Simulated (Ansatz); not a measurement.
HfN under uniaxial strain: field gradients at the nuclei

Cell: an entry of the Crystallography Open Database (COD), whose atoms a relaxation with PBE at fixed cell left in place.

```
CELL_PARAMETERS angstrom
0.00000 2.25900 2.25900
2.25900 0.00000 2.25900
2.25900 2.25900 0.00000
ATOMIC_POSITIONS crystal
Hf 0.00000 0.00000 0.00000
N 0.50000 0.50000 0.50000
```

Sites (sets of like atoms) are named by element and the number of their first atom in this list.

Level of theory: DFT, PBE, plane waves and PAW, scalar-relativistic, 420 eV cutoff, Γ-centred 18×18×18 k-points, Fermi–Dirac smearing 0.05 eV (Ansatz 0.2.0).

The cell is stretched along z (the third Cartesian axis of the run's cell), x and y held, and the ions relax again each time.

```
strain along z (%)  Hf: V along z (10²¹ V/m²)  N: V along z (10²¹ V/m²)
                -3                     -14.30                     -1.06
                -2                      -9.28                     -0.71
                -1                      -4.53                     -0.35
                 0                       0.00                      0.00
                +1                       4.29                      0.34
                +2                       8.35                      0.66
                +3                          ?                         ?
```

Q: Estimate the row at +3 % from the others.

A: Hf: 12.20; N: 0.97. Worked for Hf: a straight line through the other 6 rows has a slope of 4.528 × 10²¹ V/m² per per cent of strain and gives 13.27 at +3 %, against 12.20 from the run; over all rows the step per per cent runs from 5.02 at the compressed end to 3.85 at the stretched end, so the response isn't a straight line. For ¹⁷⁷Hf that is 368 MHz of C_Q per per cent. Worked for N: a straight line through the other 6 rows has a slope of 0.345 × 10²¹ V/m² per per cent of strain and gives 1.02 at +3 %, against 0.97 from the run, so the response is nearly linear here. For ¹⁴N that is 0.17 MHz of C_Q per per cent. Without strain Hf and N sit on a cubic site without a gradient, so the whole gradient comes from the strain.

At this cell the PBE pressure is 5 GPa, so with PBE the cell would grow if it were relaxed.
